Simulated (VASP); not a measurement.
# Dy (P6_3/mmc) in VASP: convergence with k mesh

Aim: find how far k mesh must go before the results for Dy settle, at PBE. This setting moves, with any that are tied to it; all else stays.

Program: VASP 6.6.1. These are calculated values, not measurements. Logs are shortened: lines on timing, memory, paths and dates and some standing lists are left out, and cuts for length are marked.

**1. Starting point**

Symmetry: P6_3/mmc, No. 194, hexagonal system. The conventional cell has a = 3.590 Å, b = 3.590 Å, c = 5.647 Å, α = 90.00°, β = 90.00°, γ = 120.00°. Dy (site symmetry -6m2) is surrounded by 12 Dy at 3.50 to 3.59 Å.

**2. With k mesh 2 × 2 × 1**

Contents of INCAR:

```
SYSTEM = Dy
ALGO = Normal
EDIFF = 1E-6
ENCUT = 520
GGA = PE
ISIF = 2
ISMEAR = 1
ISPIN = 2
LASPH = .True.
LCHARG = .False.
LMAXMIX = 6
LORBIT = 11
LREAL = .False.
LWAVE = .False.
MAGMOM = 5 5
NELM = 120
PREC = Accurate
SIGMA = 0.1
```

Contents of KPOINTS:

```
k-points
0
Gamma
  2 2 1
  0 0 0
```

Contents of POSCAR:

```
Dy
1.0
    3.5903000000      0.0000000000      0.0000000000
   -1.7951500000      3.1092910072      0.0000000000
    0.0000000000      0.0000000000      5.6475000000
Dy
2
Direct
    0.6666666667      0.3333333333      0.7500000000
    0.3333333333      0.6666666667      0.2500000000
```

Potentials or basis: VASP PAW PBE potentials, release 64 (Dy).

Command:

```sh
$ cat potpaw_PBE.64/Dy/POTCAR > POTCAR
$ mpirun -np 1 vasp_std > vasp.out
```

OUTCAR:

```text
SYSTEM = Dy
   EDIFF = 1E-6
   ENCUT = 520
   GGA = PE
   ISIF = 2
   ISMEAR = 1
   ISPIN = 2
   LASPH = .True.
   LORBIT = 11
   LREAL = .False.
   NELM = 120
   PREC = Accurate

 Found      2 irreducible k-points:

 Following reciprocal coordinates:
            Coordinates               Weight
  0.000000  0.000000  0.000000      1.000000
  0.500000  0.000000  0.000000      3.000000
   k-points           NKPTS =      2   k-points in BZ     NKDIM =      2   number of bands    NBANDS=     29
   number of dos      NEDOS =    301   number of ions     NIONS =      2
   total plane-waves  NPLWV =  32928
   dimension x,y,z NGX =    28 NGY =   28 NGZ =   42
   dimension x,y,z NGXF=    56 NGYF=   56 NGZF=   84
   ions per type =               2
   NGX,Y,Z   is equivalent  to a cutoff of  12.97, 12.97, 12.36 a.u.
   NGXF,Y,Z  is equivalent  to a cutoff of  25.93, 25.93, 24.73 a.u.
 SYSTEM =  Dy
   PREC   = accura    normal or accurate (medium, high low for compatibility)
   ISTART =      0    job   : 0-new  1-cont  2-samecut
   ICHARG =      2    charge: 1-file 2-atom 10-const
   ISPIN  =      2    spin polarized calculation?
   LNONCOLLINEAR =      F non collinear calculations
   LSORBIT =      F    spin-orbit coupling
   LASPH  =      T    aspherical Exc in radial PAW
   ENCUT  =  520.0 eV  38.22 Ry    6.18 a.u.   6.68  6.68 10.50*2*pi/ulx,y,z
   NELM   =    120;   NELMIN=  2; NELMDL= -5     # of ELM steps
   EDIFF  = 0.1E-05   stopping-criterion for ELM
   LREAL  =      F    real-space projection
   EDIFFG = 0.1E-04   stopping-criterion for IOM
   NSW    =      0    number of steps for IOM
   IBRION =     -1    ionic relax: 0-MD 1-quasi-New 2-CG
   NFREE  =      0    steps in history (QN), initial steepest desc. (CG)
   ISIF   =      2    stress and relaxation
   ISYM   =      2    0-nonsym 1-usesym 2-fastsym
   POTIM  = 0.5000    time-step for ionic-motion
   TEBEG  =    0.0;   TEEND  =   0.0 temperature during run
   PSTRESS=    0.0 pullay stress
   NELECT =      40.0000    total number of electrons
   NUPDOWN=      -1.0000    fix difference up-down
   EMIN   =  10.00;   EMAX   =-10.00  energy-range for DOS
   EFERMI =   0.00;   METHOD = LEGACY
   ISMEAR =     1;   SIGMA  =   0.10  broadening in eV -4-tet -1-fermi 0-gaus
   EFERMI_NEDOS =   21; number of points for ismear=-14 and -15
   IALGO  =     38    algorithm
   IMIX   =      4    mixing-type and parameters
     AMIX     =   0.40;   BMIX     =  1.00
     AMIX_MAG =   1.60;   BMIX_MAG =  1.00
  volume/ion in A,a.u.               =      31.52       212.72
  Fermi-wavevector in a.u.,A,eV,Ry     =   1.406734  2.658342 26.924584  1.978901
  Thomas-Fermi vector in A             =   2.529065
   LORBIT       =     11    0 simple, 1 ext, 2 COOP (PROOUT), +10 PAW based schemes
   GGA     = PE    functional components
   LHFCALC =     F    Hartree Fock is set to
   AEXX    =    0.0000 exact exchange contribution
   IVDW    =     0    specifies the selected vdW correction
   LEPSILON=     F    determine dielectric tensor
   LRPA    =     F    only Hartree local field effects (RPA)
 spin polarized calculation
 Methfessel and Paxton  Order N= 1 SIGMA  =   0.10
  energy-cutoff  :      520.00
  volume of cell :       63.04
 maximum number of plane-waves:      1713
 NGX is ok and might be reduce to    28
   NGX = 13   NGY = 13   NGZ = 21

 number of electron      39.9999979 magnetization      10.2585450

 number of electron      39.9999979 magnetization       9.4886435

 Free energy of the ion-electron system (eV)
  ---------------------------------------------------
  ext. energy  EPLUGINS =         0.00000000
  ---------------------------------------------------
  free energy    TOTEN  =       -16.95623694 eV

  energy without entropy =      -16.95062730  energy(sigma->0) =      -16.95436706

 E-fermi :   2.5699     XC(G=0): -10.1433

 val. band max:        2.5636273500   @ k =   0.0000   0.0000   0.0000
 cond. band min:       2.5997008363   @ k =   0.5000   0.0000   0.0000
 fundamental gap:      0.0360734863
 Fermi energy:         2.5699321596

 spin component 1

 k-point     1 :       0.0000    0.0000    0.0000
  band No.  band energies     occupation
      1     -44.4795      1.00000
      2     -44.4133      1.00000
      3     -20.8631      1.00000
      4     -20.1290      1.00000
      5     -19.9154      1.00000
      6     -19.9154      1.00000
[... 21 lines left out ...]
     28       5.1307      0.00000
     29       5.6108      0.00000

 k-point     2 :       0.5000    0.0000    0.0000
  band No.  band energies     occupation
      1     -44.4263      1.00000
      2     -44.4046      1.00000
      3     -20.5557      1.00000
      4     -20.3886      1.00000
      5     -20.3180      1.00000
      6     -20.2587      1.00000
[... 21 lines left out ...]
     28       4.3654     -0.00000
     29       5.2791      0.00000
 Fermi energy:         2.5699321596

 spin component 2

 k-point     1 :       0.0000    0.0000    0.0000
  band No.  band energies     occupation
      1     -42.3693      1.00000
      2     -42.2912      1.00000
      3     -19.3640      1.00000
      4     -18.5112      1.00000
      5     -18.4250      1.00000
      6     -18.4250      1.00000
[... 21 lines left out ...]
     28       5.5523      0.00000
     29       6.1220      0.00000

 k-point     2 :       0.5000    0.0000    0.0000
  band No.  band energies     occupation
      1     -42.3058      1.00000
      2     -42.2802      1.00000
      3     -19.0048      1.00000
      4     -18.9846      1.00000
      5     -18.8326      1.00000
      6     -18.7297      1.00000
[... 21 lines left out ...]
     28       4.9272      0.00000
     29       5.6604      0.00000

------------------------ aborting loop because EDIFF is reached ----------------------------------------

  FORCE on cell =-STRESS in cart. coord.  units (eV):
  Direction    XX          YY          ZZ          XY          YZ          ZX
  --------------------------------------------------------------------------------------
  -------------------------------------------------------------------------------------
  Total       -4.8785345     -4.8785345     -2.1237034      0.0000000      0.0000000      0.0000000
  in kB     -123.9799940   -123.9799940    -53.9704566      0.0000000      0.0000000      0.0000000
  external PRESSURE =    -100.6434815 kB  Pullay stress =       0.0000000 kB

 VOLUME and BASIS-vectors are now :
 -----------------------------------------------------------------------------
  energy-cutoff  :      520.00
  volume of cell :       63.04
      direct lattice vectors                 reciprocal lattice vectors
     3.590300000  0.000000000  0.000000000     0.278528257  0.160808364  0.000000000
    -1.795150000  3.109291007  0.000000000     0.000000000  0.321616728  0.000000000
     0.000000000  0.000000000  5.647500000     0.000000000  0.000000000  0.177069500

 POSITION                                       TOTAL-FORCE (eV/Angst)
 -----------------------------------------------------------------------------------
      1.79515      1.03643      4.23562        -0.000000      0.000000      0.000000
     -0.00000      2.07286      1.41187         0.000000     -0.000000      0.000000
 -----------------------------------------------------------------------------------
    total drift:                               -0.000000      0.000000     -0.000000

  FREE ENERGIE OF THE ION-ELECTRON SYSTEM (eV)
  ---------------------------------------------------
  free  energy   TOTEN  =       -16.9562369418 eV

  energy  without entropy=      -16.9506272990  energy(sigma->0) =      -16.95436706

 total charge

# of ion       s       p       d       f       tot
--------------------------------------------------
    1        2.151   5.724   0.666   9.206  17.747
    2        2.151   5.724   0.666   9.206  17.747
--------------------------------------------------
tot          4.302  11.448   1.332  18.412  35.494

 magnetization (x)

# of ion       s       p       d       f       tot
--------------------------------------------------
    1        0.006  -0.064   0.046   4.669   4.657
    2        0.006  -0.064   0.046   4.669   4.657
--------------------------------------------------
tot          0.012  -0.128   0.092   9.337   9.313
```

OSZICAR:

```text
N       E                     dE             d eps       ncg     rms          rms(c)
DAV:   1     0.238851625554E+03    0.23885E+03   -0.13394E+04   328   0.688E+03
DAV:   2     0.346263461380E+02   -0.20423E+03   -0.19243E+03   312   0.425E+02
[... 40 lines left out ...]
DAV:  43    -0.169562683793E+02    0.17427E-04   -0.40924E-06   273   0.728E-02    0.142E+00
DAV:  44    -0.169562010642E+02    0.67315E-04   -0.19044E-04   350   0.419E-01    0.833E-01
DAV:  45    -0.169562821621E+02   -0.81098E-04   -0.86994E-05   363   0.236E-01    0.949E-01
DAV:  46    -0.169562526145E+02    0.29548E-04   -0.27953E-05   387   0.180E-01    0.994E-01
DAV:  47    -0.169562378846E+02    0.14730E-04   -0.72744E-06   320   0.381E-02    0.932E-01
DAV:  48    -0.169562369418E+02    0.94277E-06   -0.46661E-06   281   0.522E-02
   1 F= -.16956237E+02 E0= -.16954367E+02  d E =-.560964E-02  mag=     9.4893
```

Wall time 64 s (1 thread of Intel Xeon Platinum 8488C (Sapphire Rapids), shared host); peak memory 0.2 GiB.

What came out:

```yaml
Free_energy: -16.9562 eV
Pressure: -10.1 GPa
Band_gap_on_the_k_mesh: none (metal or under the smearing width)
Net_moment: 9.49 μB per cell
Site_moments: Dy +4.66 μB
Valence_electrons_inside_the_program's_atomic_spheres: Dy 17.75
```

**3. With k mesh 3 × 3 × 2**

INCAR is that of step 2.

Contents of KPOINTS:

```
k-points
0
Gamma
  3 3 2
  0 0 0
```

POSCAR is that of step 2.

Potentials or basis: VASP PAW PBE potentials, release 64 (Dy).

Command:

```sh
$ cat potpaw_PBE.64/Dy/POTCAR > POTCAR
$ mpirun -np 1 vasp_std > vasp.out
```

Run time: 84 s. Hardware: 1 thread of Intel Xeon Platinum 8488C (Sapphire Rapids), shared host; peak memory 0.21 GiB.

Results:

| Quantity | Value |
| --- | --- |
| Free energy | -15.6933 eV |
| Pressure | 0.9 GPa |
| Band gap on the k mesh | none (metal or under the smearing width) |
| Net moment | 9.56 μB per cell |
| Site moments | Dy +4.61 μB |
| Valence electrons inside the program's atomic spheres | Dy 17.77 |

**4. With k mesh 4 × 4 × 2**

INCAR is that of step 3.

Contents of KPOINTS:

```
k-points
0
Gamma
  4 4 2
  0 0 0
```

POSCAR is that of step 3.

Command:

```sh
$ cat potpaw_PBE.64/Dy/POTCAR > POTCAR
$ mpirun -np 1 vasp_std > vasp.out
```

It took 2.3 min on 1 thread of Intel Xeon Platinum 8488C (Sapphire Rapids), shared host; peak memory 0.22 GiB.

Results:

```
Free energy                                           : -15.7163 eV
Pressure                                              : 1.7 GPa
Band gap on the k mesh                                : none (metal or under the smearing width)
Net moment                                            : 9.32 μB per cell
Site moments                                          : Dy +4.55 μB
Valence electrons inside the program's atomic spheres : Dy 17.78
```

**5. With k mesh 5 × 5 × 3**

INCAR is that of step 4.

Contents of KPOINTS:

```
k-points
0
Gamma
  5 5 3
  0 0 0
```

POSCAR is that of step 4.

Command:

```sh
$ cat potpaw_PBE.64/Dy/POTCAR > POTCAR
$ mpirun -np 1 vasp_std > vasp.out
```

Wall time 2.2 min (1 thread of Intel Xeon Platinum 8488C (Sapphire Rapids), shared host); peak memory 0.21 GiB.

Results:

```yaml
Free_energy: -15.6928 eV
Pressure: 1.7 GPa
Band_gap_on_the_k_mesh: none (metal or under the smearing width)
Net_moment: 9.76 μB per cell
Site_moments: Dy +4.66 μB
Valence_electrons_inside_the_program's_atomic_spheres: Dy 17.77
```

**6. With k mesh 6 × 6 × 4**

INCAR is that of step 5.

Contents of KPOINTS:

```
k-points
0
Gamma
  6 6 4
  0 0 0
```

POSCAR is that of step 5.

Potentials or basis: VASP PAW PBE potentials, release 64 (Dy).

Command:

```sh
$ cat potpaw_PBE.64/Dy/POTCAR > POTCAR
$ mpirun -np 1 vasp_std > vasp.out
```

Run time: 3.6 min. Hardware: 1 thread of Intel Xeon Platinum 8488C (Sapphire Rapids), shared host; peak memory 0.24 GiB.

What came out:

- Free energy: -15.7230 eV
- Pressure: 1.6 GPa
- Band gap on the k mesh: none (metal or under the smearing width)
- Net moment: 9.57 μB per cell
- Site moments: Dy +4.62 μB
- Valence electrons inside the program's atomic spheres: Dy 17.77

**7. With k mesh 8 × 8 × 4**

INCAR is that of step 6.

Contents of KPOINTS:

```
k-points
0
Gamma
  8 8 4
  0 0 0
```

POSCAR is that of step 6.

Command:

```sh
$ cat potpaw_PBE.64/Dy/POTCAR > POTCAR
$ mpirun -np 1 vasp_std > vasp.out
```

Wall time 4.7 min (1 thread of Intel Xeon Platinum 8488C (Sapphire Rapids), shared host); peak memory 0.26 GiB.

What came out:

* Free energy: -15.7100 eV
* Pressure: -0.1 GPa
* Band gap on the k mesh: none (metal or under the smearing width)
* Net moment: 9.52 μB per cell
* Site moments: Dy +4.61 μB
* Valence electrons inside the program's atomic spheres: Dy 17.77

**8. With k mesh 10 × 10 × 6**

INCAR is that of step 7.

Contents of KPOINTS:

```
k-points
0
Gamma
  10 10 6
  0 0 0
```

POSCAR is that of step 7.

Command:

```sh
$ cat potpaw_PBE.64/Dy/POTCAR > POTCAR
$ mpirun -np 1 vasp_std > vasp.out
```

It took 8.6 min on 1 thread of Intel Xeon Platinum 8488C (Sapphire Rapids), shared host; peak memory 0.31 GiB.

Results:

- Free energy: -15.7044 eV
- Pressure: 2.0 GPa
- Band gap on the k mesh: none (metal or under the smearing width)
- Net moment: 9.74 μB per cell
- Site moments: Dy +4.65 μB
- Valence electrons inside the program's atomic spheres: Dy 17.77

**9. With k mesh 12 × 12 × 7**

INCAR is that of step 8.

Contents of KPOINTS:

```
k-points
0
Gamma
  12 12 7
  0 0 0
```

POSCAR is that of step 8.

Potentials or basis: VASP PAW PBE potentials, release 64 (Dy).

Command:

```sh
$ cat potpaw_PBE.64/Dy/POTCAR > POTCAR
$ mpirun -np 1 vasp_std > vasp.out
```

It took 12 min on 1 thread of Intel Xeon Platinum 8488C (Sapphire Rapids), shared host; peak memory 0.37 GiB.

Results:

| Item | Value |
| --- | --- |
| Free energy | -15.7022 eV |
| Pressure | 1.7 GPa |
| Band gap on the k mesh | none (metal or under the smearing width) |
| Net moment | 9.58 μB per cell |
| Site moments | Dy +4.62 μB |
| Valence electrons inside the program's atomic spheres | Dy 17.77 |

**10. With k mesh 14 × 14 × 8**

INCAR is that of step 9.

Contents of KPOINTS:

```
k-points
0
Gamma
  14 14 8
  0 0 0
```

POSCAR is that of step 9.

Command:

```sh
$ cat potpaw_PBE.64/Dy/POTCAR > POTCAR
$ mpirun -np 1 vasp_std > vasp.out
```

Run time: 22 min. Hardware: 1 thread of Intel Xeon Platinum 8488C (Sapphire Rapids), shared host; peak memory 0.48 GiB.

The run converged. Its results:

```yaml
Free_energy: -15.7033 eV
Pressure: 1.7 GPa
Band_gap_on_the_k_mesh: none (metal or under the smearing width)
Net_moment: 9.71 μB per cell
Site_moments: Dy +4.65 μB
Valence_electrons_inside_the_program's_atomic_spheres: Dy 17.77
```

**11. The series at a glance**

```tsv
k mesh	energy less the tightest run, at zero smearing (meV/atom)	pressure (GPa)	largest site moment (μB)	SCF cycles	CPU time (s)	peak memory (GiB)
2 × 2 × 1	-626.08	-10.06	4.66	48	60	0.2
3 × 3 × 2	4.46	0.85	4.61	40	80	0.21
4 × 4 × 2	-6.42	1.66	4.55	54	130	0.22
5 × 5 × 3	4.21	1.73	4.66	42	130	0.21
6 × 6 × 4	-10.39	1.58	4.62	42	210	0.24
8 × 8 × 4	-3.47	-0.08	4.61	42	280	0.26
10 × 10 × 6	-0.41	2.01	4.65	46	510	0.31
12 × 12 × 7	0.56	1.71	4.62	47	700	0.37
14 × 14 × 8	0.00	1.72	4.65	52	1300	0.48
```

Against the tightest run, the energy stays within 1 meV/atom from 10 × 10 × 6 on; the pressure stays within 0.1 GPa from 12 × 12 × 7 on. Not settled before the last step: the largest site moment (to 0.02 μB). Meshes of other sizes hit other points, so gaps and Fermi surfaces needn't settle smoothly. The tightest run that finished is the yardstick and may itself not be fully converged.

Caveats: the magnetic or orbital state may not be the lowest; spin-orbit coupling is left out, which moves the levels of the heavy elements.
